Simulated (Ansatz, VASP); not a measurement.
One calculation of Na3H, two programs

```xyz
4
Lattice="3.2982 0.0000 0.0000 0.0000 3.4900 0.0000 0.0000 0.0000 10.0719" Properties=species:S:1:pos:R:3 pbc="T T T"
Na    1.6491    0.0000    0.0000
Na    1.6491    0.0000    6.6232
Na    1.6491    0.0000    3.4487
H     0.0000    0.0000    5.0360
```

Alike in both runs: functional PBE; k mesh 6 × 6 × 2; occupations gaussian, width 0.1 eV; no spin polarisation.

Ansatz relaxed the structure, and its values are those at the end. VASP's run is a single point on that final structure, the one shown.

```csv
,VASP,Ansatz
version,VASP 6.6.1,Ansatz 0.2.0
potentials or method,"VASP PAW PBE potentials, release 64 (Na_pv, H)","scalar-relativistic, plane waves, PAW"
plane-wave cutoff (eV),520,420
valence electrons in the cell,22,28
```

Ansatz gave:

| Item | Value |
| --- | --- |
| gap on the k mesh at the Fermi level (eV) | none |
| pressure (GPa) | 0.0 |
| rms of the force components (eV/Å) | 0.005 |

Task: Which values does VASP return?

Result: gap on the k mesh at the Fermi level (eV): none; pressure (GPa): 0.0; rms of the force components (eV/Å): 0.007.

A gap of «none» marks a metal or a gap that the smearing closes. The two sets of potentials don't hold the same shells in valence.
